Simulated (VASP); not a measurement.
Set up this calculation in VASP 6.6.1, as the native input.

* Task: single point
* Functional: PBE
* Potentials or basis: VASP PAW PBE potentials, release 64 (Ga_d, Se)
* Cutoff: 520 eV
* k mesh: 4 × 4 × 4
* Occupations: gaussian, width 0.1 eV
* Spin: no spin polarisation
* Dipole correction: no
* Further INCAR settings: ALGO = Normal; EDIFF = 1e-06; NBANDS = 30

The structure of Ga3Se lies in POSCAR:

```
Ga3Se
1.0
    4.3782611760      0.0000000000      0.0000000000
    0.0000000000      4.3782611760      0.0000000000
    0.0000000000      0.0000000000      4.3782611760
Ga Se
3 1
Direct
    0.0000000000      0.5000000000      0.5000000000
    0.5000000000      0.0000000000      0.5000000000
    0.5000000000      0.5000000000      0.0000000000
    0.0000000000      0.0000000000      0.0000000000
```

The cell comes from a database or a generator and needn't be the stable form of this composition.

The cell isn't the ideal one: In replaced by Ga, lengths x 0.934, strained and moved within the space group.

One way to write it, as run:

INCAR

```
PREC = Accurate
ENCUT = 520
EDIFF = 1E-6
ISMEAR = 0
SIGMA = 0.1
LREAL = False
LASPH = True
NELM = 100
ALGO = Normal
ISIF = 2
LWAVE = False
LCHARG = True
GGA = PE
LELF = True
LVHAR = True
NBANDS = 30
```

KPOINTS

```
Automatic mesh
0
Gamma
  4 4 4
```

Potentials or basis: VASP PAW PBE potentials, release 64 (Ga_d, Se).

Command:

```sh
$ cat potpaw_PBE.64/Ga_d/POTCAR potpaw_PBE.64/Se/POTCAR > POTCAR
$ mpirun -np 1 vasp_std > vasp.out
```

Results of the run:

```json
{
  "Pressure": "1.7 GPa",
  "Band gap on the k mesh": "none (metal or under the smearing width)"
}
```

Run time: 25 s on 1 thread of Intel(R) Xeon(R) Platinum 8488C (Sapphire Rapids), with other jobs on the host, peak memory 0.18 GiB.
